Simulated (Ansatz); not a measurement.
Sb:

```
Sb
1.0
     2.15420    1.24373    3.75800
    -2.15420    1.24373    3.75800
     0.00000   -2.48746    3.75800
Sb
2
Direct
  0.76651 0.76651 0.76651
  0.23349 0.23349 0.23349
```

```yaml
Program: Ansatz 0.2.0
Task: relaxation of cell and atoms
Functional: PBE
Potentials_or_basis: Ansatz PAW
Cutoff: "420 eV (not typed: the program's choice for these potentials)"
k_mesh: 8 × 8 × 8
Occupations: fermi-dirac, width 0.05 eV
Spin: no spin polarisation
```

At the start: volume 30.21 Å³/atom.

**Question.** Where does the relaxation end?

**Answer.** It ends after 6 steps and the volume is 31.93 Å³/atom (+5.7 %); space group R-3m (No. 166, to 0.05 Å).

The path:
| step | energy change (eV) | largest force (eV/Å) | volume (Å³) |
| --- | --- | --- | --- |
| 1 | 0.0000 | 0.1593 | 60.41 |
| 2 | -0.0101 | 0.2585 | 65.29 |
| 3 | -0.0236 | 0.0468 | 63.60 |
| 4 | -0.0242 | 0.0195 | 63.53 |
| 5 | -0.0245 | 0.0009 | 63.85 |
| 6 | -0.0251 | 0.0010 | 63.85 |

Final structure:
```
Sb
1.0
     2.18937    1.26403    3.84543
    -2.18937    1.26403    3.84543
     0.00000   -2.52806    3.84543
Sb
2
Direct
  0.76766 0.76766 0.76766
  0.23234 0.23234 0.23234
```

Caveat: the plane-wave basis is chosen anew once the cell has moved, so the energies of steps on either side of that aren't comparable.
